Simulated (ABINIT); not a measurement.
Crystal: BaTiO3.

```xyz
5
Lattice="3.9998 0.0000 0.0000 0.0000 3.9998 0.0000 0.0000 0.0000 4.0180" Properties=species:S:1:pos:R:3 pbc="T T T"
Ba    0.0000    0.0000    0.0000
Ti    1.9999    1.9999    1.9688
O     0.0000    1.9999    2.0773
O     1.9999    0.0000    2.0773
O     1.9999    1.9999    0.0763
```

```yaml
Program: ABINIT 10.8.3 (patched build)
Task: single point
Functional: PBE
Potentials_or_basis: JTH PAW PBE v2.0
Cutoff: 626 eV
k_mesh: 7 × 7 × 7
Occupations: fermi-dirac, width 0.05 eV
Spin: no spin polarisation
```

On this cell: pressure 3.6 GPa; largest force 0.291 eV/Å; band gap on the k mesh 1.89 eV, indirect (least direct gap 2.07 eV).

The same run follows on a disturbed copy (atoms moved at random, drawn with an rms of 0.05 Å):

```
CELL_PARAMETERS angstrom
3.99980 0.00000 0.00000
0.00000 3.99980 0.00000
0.00000 0.00000 4.01800
ATOMIC_POSITIONS crystal
Ba 0.99009 0.01538 0.99613
Ti 0.49689 0.50035 0.49338
O 0.99631 0.50045 0.51255
O 0.51343 0.00046 0.52163
O 0.50648 0.49304 0.02463
```

What does the disturbed cell give?

The energy moves by +8.5 meV/atom; pressure 4.1 GPa; largest force 0.575 eV/Å; band gap on the k mesh 1.90 eV, indirect (least direct gap 2.08 eV).

Forces in eV/Å, atoms in the order of the input:
```
Ba   0.291 -0.426  0.253
Ti  -0.013  0.180 -0.262
O    0.449  0.075  0.064
O   -0.440 -0.054 -0.128
O   -0.287  0.225  0.073
```

Stress tensor (GPa, compression positive):
```
 3.93 -0.22  0.47
-0.22  3.50 -0.19
 0.47 -0.19  4.97
```

Caveats: this set's barium file shifts pressures by 1.5 GPa and gaps by 0.1 eV against other sets; spin-orbit coupling is left out, which moves the levels of the heavy elements; an odd mesh through Γ misses points on the zone boundary, where band edges often lie; the atomic spheres overlap.
